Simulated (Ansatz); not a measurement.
The system is AgBr.

```xyz
2
Lattice="0.0000 2.8702 2.8702 2.8702 0.0000 2.8702 2.8702 2.8702 0.0000" Properties=species:S:1:pos:R:3 pbc="T T T"
Ag    0.0000    0.0000    0.0000
Br    2.8702    2.8702    2.8702
```

```yaml
Program: Ansatz 0.2.0
Task: relaxation of cell and atoms
Functional: revPBE
Potentials_or_basis: Ansatz PAW
Cutoff: "420 eV (not typed: the program's choice for these potentials)"
k_mesh: 8 × 8 × 8
Occupations: fermi-dirac, width 0.05 eV
Spin: no spin polarisation
```

At the start: volume 23.64 Å³/atom.

Where does the relaxation end?

It ends after 6 steps and the volume is 26.31 Å³/atom (+11.3 %); space group Fm-3m (No. 225, to 0.05 Å).

The path:
```tsv
step	energy change (eV)	largest force (eV/Å)	volume (Å³)
1	0.0000	0.0000	47.29
2	-0.0636	0.0000	52.97
3	-0.0638	0.0000	52.72
4	-0.0646	0.0000	52.72
5	-0.0647	0.0000	52.62
6	-0.0646	0.0000	52.62
```

Final structure:
```
Ag Br
1.0
     0.00000    2.97423    2.97423
     2.97423    0.00000    2.97423
     2.97423    2.97423    0.00000
Ag Br
1 1
Direct
  0.00000 0.00000 0.00000
  0.50000 0.50000 0.50000
```

Caveat: the plane-wave basis is chosen anew once the cell has moved, so the energies of steps on either side of that aren't comparable; the volume moved by +11 % from the deposited cell, more than functionals usually miss; the PAW data sets come from PBE, with cores solved anew for the run's functional, which leaves a small shift of forces and pressure.
